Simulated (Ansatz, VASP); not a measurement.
**One calculation of ZnSe, two programs**

```
Zn Se
1.0
     0.00000    2.81478    2.81478
     2.81478    0.00000    2.81478
     2.81478    2.81478    0.00000
Zn Se
1 1
Direct
  0.00000 0.00000 0.00000
  0.75000 0.75000 0.75000
```

Change from the starting cell: volume scaled by 0.98, crystal datasets.

Alike in both runs: task electric field gradients; functional LDA; k mesh 8 × 8 × 8; occupations fermi-dirac, width 0.03 eV; no spin polarisation.

|  | VASP | Ansatz |
| --- | --- | --- |
| version | VASP 6.6.1 | Ansatz 0.2.0 |
| potentials or method | VASP PAW LDA potentials, release 64 (Zn, Se), cutoff 520 eV | all-electron PAW with datasets made for the crystal, scalar-relativistic |

Ansatz gave:

* gap on the k mesh at the Fermi level (eV): 1.11
* pressure (GPa): -2.2
* Vzz of the field gradient on the site that differs most (V/Å²): 0.0

What did VASP give for the same quantities?

gap on the k mesh at the Fermi level (eV): 1.15; pressure (GPa): -1.9; Vzz of the field gradient on the site that differs most (V/Å²): 0.0.

Ansatz ran all-electron here, so the differences hold the error of VASP's frozen core and of both bases.
